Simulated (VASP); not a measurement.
# Hf: single point with LDA

Hf:

```
Hf
1.0
     0.00000    2.22000    2.22000
     2.22000    0.00000    2.22000
     2.22000    2.22000    0.00000
Hf
1
Cartesian
  0.0000 0.0000 0.0000
```

This isn't the form of Hf at room conditions, which is hcp.

| Item | Value |
| --- | --- |
| Program | VASP 6.6.1 |
| Task | single point |
| Functional | LDA |
| Potentials or basis | VASP PAW LDA potentials, release 64 (Hf) |
| Cutoff | 500 eV |
| k mesh | 10 × 10 × 10 |
| Occupations | gaussian, width 0.05 eV |
| Spin | no spin polarisation |

- Pressure: -6.4 GPa
- Band gap on the k mesh: none (metal or under the smearing width)

Levels at points of the mesh, in eV from the Fermi level:
```csv
k point,band 1,band 2,band 3,band 4,band 5,band 6
"(0.00, 0.00, 0.00)",-7.23,1.34,1.34,1.34,4.16,4.16
"(0.50, 0.00, 0.00)",-3.70,0.77,1.10,1.10,6.36,6.36
"(0.50, 0.50, 0.00)",-3.36,-2.24,2.74,6.36,7.03,7.03
```

Wall time 8.1 s on 1 thread of Intel(R) Xeon(R) 6975P-C (Granite Rapids), on a shared host, peak memory 0.12 GiB.

The run has no spin-orbit coupling, so splittings on Hf are missing.
